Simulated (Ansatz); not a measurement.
In:

```
CELL_PARAMETERS angstrom
3.33548 0.00000 0.00000
-1.66774 2.88861 0.00000
0.00000 0.00000 5.50914
ATOMIC_POSITIONS crystal
In 0.66667 0.33333 0.75000
In 0.33333 0.66667 0.25000
```

This isn't the form of In at room conditions, which is tetragonal.

- Program: Ansatz 0.2.0
- Task: relaxation of cell and atoms
- Functional: LDA
- Potentials or basis: Ansatz PAW
- Cutoff: 420 eV (not typed: the program's choice for these potentials)
- k mesh: 9 × 9 × 5
- Occupations: fermi-dirac, width 0.05 eV
- Spin: no spin polarisation

At the start: volume 26.54 Å³/atom.

Problem. Where does the relaxation end?

Solution. It ends after 6 steps and the volume is 24.64 Å³/atom (-7.2 %); space group P6_3/mmc (No. 194, to 0.05 Å).

Step by step:
```
step  energy change (eV)  largest force (eV/Å)  volume (Å³)
   1              0.0000                0.0000        53.08
   2             -0.0368                0.0000        49.55
   3             -0.0381                0.0000        49.25
   4             -0.0385                0.0000        49.28
   5             -0.0385                0.0000        49.27
   6             -0.0379                0.0000        49.27
```

Final structure:
```yaml
crystal:
  lattice:
    - [3.26802, 0.00000, 0.00000]
    - [-1.63401, 2.83019, 0.00000]
    - [0.00000, 0.00000, 5.32746]
  atoms:
    - { symbol: In, position: [0.66667, 0.33333, 0.75000] }
    - { symbol: In, position: [0.33333, 0.66667, 0.25000] }
```

Caveat: the plane-wave basis is chosen anew once the cell has moved, so the energies of steps on either side of that aren't comparable; the PAW data sets come from PBE, with cores solved anew for the run's functional, which leaves a small shift of forces and pressure.
